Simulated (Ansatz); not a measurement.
H started on an O site in anatase TiO2, 108 atoms, charge +1

All numbers come from Ansatz (PAW, plane waves, no spin–orbit coupling) at the single k point (¼, ¼, ¼) without its symmetry partners. The atoms were relaxed with PBEsol in a fixed cell; other functionals are single points on those atoms unless said otherwise. The valence top and gap of the host come from its small cell on a dense mesh, with the band extrema sought between the mesh points, lined up by the mean potential, PBEsol gap 2.10 eV, HSE06 (atoms relaxed with HSE06) gap 3.65 eV. The charge correction uses an assumed dielectric constant of 40.

Relaxed structure:

```cif
data_structure
_symmetry_space_group_name_H-M 'P 1'
_symmetry_Int_Tables_number 1
_cell_length_a 11.3113
_cell_length_b 11.3113
_cell_length_c 9.5484
_cell_angle_alpha 90.000
_cell_angle_beta 90.000
_cell_angle_gamma 90.000
_cell_volume 1221.67
loop_
_atom_site_label
_atom_site_type_symbol
_atom_site_fract_x
_atom_site_fract_y
_atom_site_fract_z
_atom_site_occupancy
Ti1 Ti 0.99996 0.00025 0.99997 1
Ti2 Ti 0.00023 0.33269 0.99969 1
Ti3 Ti 0.00024 0.66784 0.99967 1
Ti4 Ti 0.33341 0.00025 0.99820 1
Ti5 Ti 0.33336 0.33053 0.99986 1
Ti6 Ti 0.33340 0.66998 0.99979 1
Ti7 Ti 0.66687 0.00027 0.99997 1
Ti8 Ti 0.66652 0.33270 0.99964 1
Ti9 Ti 0.66651 0.66782 0.99973 1
Ti10 Ti 0.00024 0.16668 0.25054 1
Ti11 Ti 0.99975 0.50022 0.24754 1
Ti12 Ti 0.00029 0.83373 0.25056 1
Ti13 Ti 0.33343 0.16576 0.25075 1
Ti14 Ti 0.33343 0.50025 0.24073 1
Ti15 Ti 0.33350 0.83464 0.25078 1
Ti16 Ti 0.66659 0.16673 0.25051 1
Ti17 Ti 0.66716 0.50021 0.24756 1
Ti18 Ti 0.66666 0.83375 0.25052 1
Ti19 Ti 0.16620 0.00023 0.74942 1
Ti20 Ti 0.16730 0.33328 0.75033 1
Ti21 Ti 0.16730 0.66718 0.75039 1
Ti22 Ti 0.50062 0.00025 0.74940 1
Ti23 Ti 0.49947 0.33330 0.75040 1
Ti24 Ti 0.49952 0.66719 0.75034 1
Ti25 Ti 0.83340 0.00024 0.75003 1
Ti26 Ti 0.83339 0.33291 0.75073 1
Ti27 Ti 0.83338 0.66757 0.75077 1
Ti28 Ti 0.16704 0.16670 0.49963 1
Ti29 Ti 0.15914 0.50022 0.50198 1
Ti30 Ti 0.16708 0.83370 0.49964 1
Ti31 Ti 0.49981 0.16680 0.49967 1
Ti32 Ti 0.50765 0.50027 0.50196 1
Ti33 Ti 0.49988 0.83379 0.49967 1
Ti34 Ti 0.83340 0.16695 0.49996 1
Ti35 Ti 0.83341 0.50026 0.50284 1
Ti36 Ti 0.83346 0.83352 0.49998 1
O1 O 0.00006 0.00026 0.20797 1
O2 O 0.00246 0.33420 0.20831 1
O3 O 0.00253 0.66631 0.20831 1
O4 O 0.33350 0.00023 0.20640 1
O5 O 0.33347 0.33292 0.20811 1
O6 O 0.33343 0.66756 0.20817 1
O7 O 0.66696 0.00028 0.20797 1
O8 O 0.66445 0.33422 0.20829 1
O9 O 0.66449 0.66631 0.20829 1
O10 O 0.00044 0.16914 0.45811 1
O11 O 0.99983 0.50027 0.45885 1
O12 O 0.00046 0.83133 0.45813 1
O13 O 0.33343 0.16423 0.45702 1
O14 O 0.33349 0.83614 0.45706 1
O15 O 0.66645 0.16920 0.45814 1
O16 O 0.66708 0.50022 0.45881 1
O17 O 0.66649 0.83129 0.45809 1
O18 O 0.99959 0.16714 0.04274 1
O19 O 0.00047 0.50025 0.04388 1
O20 O 0.99962 0.83337 0.04274 1
O21 O 0.33334 0.16652 0.04162 1
O22 O 0.33338 0.50026 0.04260 1
O23 O 0.33339 0.83397 0.04163 1
O24 O 0.66709 0.16716 0.04276 1
O25 O 0.66629 0.50025 0.04382 1
O26 O 0.66709 0.83339 0.04273 1
O27 O 0.99988 0.00021 0.79250 1
O28 O 0.00036 0.33413 0.79236 1
O29 O 0.00037 0.66636 0.79239 1
O30 O 0.33339 0.00020 0.79117 1
O31 O 0.33338 0.33236 0.79339 1
O32 O 0.33341 0.66817 0.79340 1
O33 O 0.66692 0.00024 0.79249 1
O34 O 0.66642 0.33407 0.79236 1
O35 O 0.66644 0.66640 0.79238 1
O36 O 0.16675 0.16655 0.29229 1
O37 O 0.17200 0.50013 0.29990 1
O38 O 0.16678 0.83399 0.29230 1
O39 O 0.50014 0.16655 0.29230 1
O40 O 0.49492 0.50020 0.29986 1
O41 O 0.50017 0.83398 0.29229 1
O42 O 0.83344 0.16762 0.29273 1
O43 O 0.83346 0.50027 0.29228 1
O44 O 0.83349 0.83293 0.29272 1
O45 O 0.16661 0.00026 0.95696 1
O46 O 0.16687 0.33382 0.95771 1
O47 O 0.16690 0.66670 0.95771 1
O48 O 0.50017 0.00030 0.95694 1
O49 O 0.49988 0.33380 0.95773 1
O50 O 0.49991 0.66672 0.95774 1
O51 O 0.83339 0.00028 0.95753 1
O52 O 0.83339 0.33421 0.95797 1
O53 O 0.83340 0.66631 0.95800 1
O54 O 0.16617 0.00022 0.54198 1
O55 O 0.17438 0.33516 0.54131 1
O56 O 0.17430 0.66530 0.54129 1
O57 O 0.50077 0.00025 0.54197 1
O58 O 0.49262 0.33516 0.54130 1
O59 O 0.49282 0.66534 0.54135 1
O60 O 0.83343 0.00025 0.54178 1
O61 O 0.83352 0.33414 0.54271 1
O62 O 0.83355 0.66636 0.54274 1
O63 O 0.16538 0.16734 0.70672 1
O64 O 0.16746 0.50024 0.70826 1
O65 O 0.16541 0.83311 0.70672 1
O66 O 0.50135 0.16737 0.70672 1
O67 O 0.49919 0.50023 0.70825 1
O68 O 0.50135 0.83315 0.70674 1
O69 O 0.83340 0.16705 0.70762 1
O70 O 0.83330 0.50024 0.70767 1
O71 O 0.83341 0.83344 0.70763 1
H1 H 0.33351 0.50037 0.45842 1
```

Chemical potentials μ are those of reference phases of the elements at zero temperature by the same functional (the usual solids, diamond for C, grey Sn, and the molecules H2, N2, O2, F2, Cl2, Br2 and S8).

```
                      functional  E(defect) − E(host) − Σ nμ + q·E_VBM (eV)  monopole (eV)  alignment (eV)  formation energy at E_F = VBM (eV)  moment (μB)              wall time, shared host
                          PBEsol                                       1.57           0.05           -0.04                                1.58  0 (no spin)   13 s on NVIDIA GB300 (relaxation)
HSE06 (atoms relaxed with HSE06)                                       0.60           0.05           -0.04                                0.61  0 (no spin)  110 s on NVIDIA GB300 (relaxation)
```

HSE06 (atoms relaxed with HSE06) one-electron levels near the gap (the ten most localised at most), from the host's valence top, not corrected for the charge's images:

```tsv
level (eV)	spin	filling	atoms sharing it	element of the atom with most weight
-0.29	both	2.00	58.2	spread
-0.19	both	2.00	70.1	spread
-0.16	both	2.00	72.5	spread
-0.08	both	2.00	14.1	H
```

All elements are taken at their own reference at once; growth conditions in equilibrium with the host shift these energies, by up to the host's formation enthalpy.

One k point and a cell of this size can leave errors of several tenths of an eV in such numbers.
